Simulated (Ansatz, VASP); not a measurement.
Two plane-wave programs on KBr

Contents of INCAR:

```
SYSTEM = KBr
ALGO = Normal
EDIFF = 1E-6
ENCUT = 520
ISIF = 2
ISMEAR = 0
LASPH = .TRUE.
LCHARG = .TRUE.
LELF = .TRUE.
LREAL = .FALSE.
LVHAR = .TRUE.
LWAVE = .FALSE.
NBANDS = 15
NELM = 80
PREC = Accurate
SIGMA = 0.05
```

Contents of KPOINTS:

```
k-points
0
G
  6 6 6
  0 0 0
```

The input POSCAR:

```
KBr
1.0
    0.0000000000      3.1937250000      3.3912750000
    3.1937250000      0.0000000000      3.3912750000
    3.1937250000      3.1937250000      0.0000000000
K Br
1 1
Direct
    0.0000000000      0.0000000000      0.0000000000
    0.5000000000      0.5000000000      0.5000000000
```

Input for Ansatz:

```yaml
crystal:
  lattice:
    - [0.0, 3.193725, 3.391275]
    - [3.193725, 0.0, 3.391275]
    - [3.193725, 3.193725, 0.0]
  atoms:
    - { symbol: K, position: [0.0, 0.0, 0.0] }
    - { symbol: Br, position: [0.5, 0.5, 0.5] }
basis:
  ecutwfc: 420
kpoints:
  mp_grid: { grid: [6, 6, 6] }
hamiltonian:
  xc: lda
scf:
  occupations: { method: gaussian, width: 0.05 }
output:
  forces: true
  stress: true
  eigenvalues: true
  write_density: true
  write_potential: true
  elf: true
  volumetric_format: npy
```

Change from the starting cell: strain -0.030 along x and y, +0.030 along z, atoms carried along.

Alike in both runs: task single point; functional LDA; k mesh 6 × 6 × 6; occupations gaussian, width 0.05 eV; no spin polarisation.

|  | VASP | Ansatz |
| --- | --- | --- |
| version | VASP 6.6.1 | Ansatz 0.2.0 |
| potentials or method | VASP PAW LDA potentials, release 64 (K_sv, Br) | scalar-relativistic, plane waves, PAW |
| plane-wave cutoff (eV) | 520 | 420 |
| valence electrons in the cell | 16 | 16 |

Ansatz gave:

* gap on the k mesh at the Fermi level (eV): 4.11
* least direct gap on the mesh (eV): 4.11
* pressure (GPa): -1.0
* largest component of the traceless stress (GPa): 1.09

Question: What did VASP give for the same quantities?

Answer: gap on the k mesh at the Fermi level (eV): 4.12; least direct gap on the mesh (eV): 4.12; pressure (GPa): -0.9; largest component of the traceless stress (GPa): 1.12.
